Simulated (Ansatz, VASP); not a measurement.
## Al: VASP beside Ansatz

```xyz
2
Lattice="2.8125 0.0000 0.0000 -1.4062 2.4357 0.0000 0.0000 0.0000 4.6235" Properties=species:S:1:pos:R:3 pbc="T T T"
Al    1.4062    0.8119    3.4676
Al    0.0000    1.6238    1.1559
```

Change from the starting cell: strain +0.000 along x and y, -0.050 along z, atoms carried along.

Alike in both runs: task single point; functional PBEsol; k mesh 21 × 21 × 10; occupations gaussian, width 0.15 eV; no spin polarisation.

|  | VASP | Ansatz |
| --- | --- | --- |
| version | VASP 6.6.1 | Ansatz 0.2.0 |
| potentials or method | VASP PAW PBE potentials, release 64 (Al) | scalar-relativistic, plane waves, PAW |
| plane-wave cutoff (eV) | 520 | 420 |
| valence electrons in the cell | 6 | 6 |

|  | VASP | Ansatz | Ansatz less VASP |
| --- | --- | --- | --- |
| gap on the k mesh at the Fermi level (eV) | none | none | - |
| pressure (GPa) | 2.6 | 2.5 | -0.07 |
| largest component of the traceless stress (GPa) | 0.09 | 0.09 | -0.002 |

A gap of «none» marks a metal or a gap that the smearing closes.

Caveats: the PAW data sets were made with another functional, which shifts forces and pressure a little (VASP).
